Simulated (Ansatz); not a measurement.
Take a crystal in which Be has been replaced by Ca on all its sites, with the cell rescaled by a rough guess (in some cases also distorted within its space group) and nothing relaxed:

```cif
data_structure
_symmetry_space_group_name_H-M 'P 1'
_symmetry_Int_Tables_number 1
_cell_length_a 4.5246
_cell_length_b 4.5246
_cell_length_c 4.5246
_cell_angle_alpha 60.000
_cell_angle_beta 60.000
_cell_angle_gamma 60.000
_cell_volume 65.50
loop_
_atom_site_label
_atom_site_type_symbol
_atom_site_fract_x
_atom_site_fract_y
_atom_site_fract_z
_atom_site_occupancy
Ca1 Ca 0.00000 0.00000 0.00000 1
Se1 Se 0.75000 0.75000 0.75000 1
```

Method: DFT PBE, scalar-relativistic, plane waves, PAW in Ansatz.

Settings: cutoff 420 eV, Γ-centred mesh 6×6×6 on the computed 2-atom cell, Gaussian smearing of 0.02 eV; no spin polarisation.

(1) Will this cell want to expand or contract, and how hard?

(2) Is it a metal on this mesh?

(3) What is its energy against the elements in their standard states?

Results:

(1) The pressure is 3.4 GPa (positive in compression), so the cell would expand.

(2) No: the gap is 3.43 eV, the least direct gap 3.56 eV.

(3) -1.743 eV/atom at this unrelaxed geometry, with the elements in the same functional.

This zinc-blende form isn't the usual stable structure of the compound.